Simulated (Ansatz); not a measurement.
Here is an Ansatz 0.2.0 calculation.

Contents of input.yaml:

```yaml
crystal:
  lattice:
    - [0.0, 3.4390000555, 3.4390000555]
    - [3.4390000555, 0.0, 3.4390000555]
    - [3.4390000555, 3.4390000555, 0.0]
  atoms:
    - { symbol: Pb, position: [0.25, 0.25, 0.25] }
    - { symbol: Pb, position: [0.0, 0.0, 0.0] }
hamiltonian:
  xc: pbesol
  pseudopotentials: { kind: paw }
kpoints:
  mp_grid: { grid: [7, 7, 7] }
scf:
  occupations: { method: fermi_dirac, width: 0.05 }
output:
  forces: true
  stress: true
  eigenvalues: true
relax:
  f_tol: 0.01
  max_steps: 40
  cell: { stress_tol: 0.05, p_target: 10.0 }
```

Potentials or basis: Ansatz PAW.

Run with:

```bash
$ ansatz run input.yaml --threads 2 --pin off --max-ram 5632MiB --backend cpu --events-out ev --progress --plain --runs-dir out
```

(1) Predict the band gap on the k mesh.

(2) What does it give for the relaxed cell?

(3) What does it give for the space group after relaxing (to 0.05 Å)?

(4) Estimate the relaxed volume.

Results:

(1) none (metal or under the smearing width).

(2) a = 4.570 Å, b = 4.570 Å, c = 4.570 Å, α = 60.00°, β = 60.00°, γ = 60.00°.

(3) Fd-3m (No. 227).

(4) 33.74 Å³/atom.

Caveat: the volume moved by over 15 % at a fixed basis, so the end points are rough; the PAW data sets come from PBE, with cores solved anew for the run's functional, which leaves a small shift of forces and pressure.
